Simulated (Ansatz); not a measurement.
## Al: relaxed-ion elastic tensor

Theory: DFT PBE, scalar-relativistic, plane waves, PAW (Ansatz). Cutoff 420 eV, 24×24×24 k-points (Γ-centred), Fermi-Dirac smearing of 0.15 eV. No spin polarisation.

Equilibrium structure at this level:
```
CELL_PARAMETERS angstrom
-1.61805 1.61805 1.61805
1.61805 -1.61805 1.61805
1.61805 1.61805 -1.61805
ATOMIC_POSITIONS crystal
Al 0.00000 0.00000 0.00000
```

The cell has the bcc type, in a space group that the Crystallography Open Database lists for this formula; it was reached from a generator's guess. In a metal, frequencies and elastic constants depend on the k mesh and the smearing, soft modes and shear constants most. This form isn't the element's ground state: it lies 96 meV/atom above the standard structure at this level.

Problem. Give the relaxed-ion elastic constants (GPa, Voigt order xx yy zz yz xz xy, on the Cartesian axes of the cell above).

Solution.
C11 = 46.2, C12 = 79.5, C13 = 79.5, C22 = 46.2, C23 = 79.5, C33 = 46.2, C44 = 39.2, C55 = 39.2, C66 = 39.2 GPa; the others vanish.

Problem. Is the crystal stable against homogeneous strain?

Solution. No: the tensor has an eigenvalue of -33.2 GPa, so some strain lowers the energy.
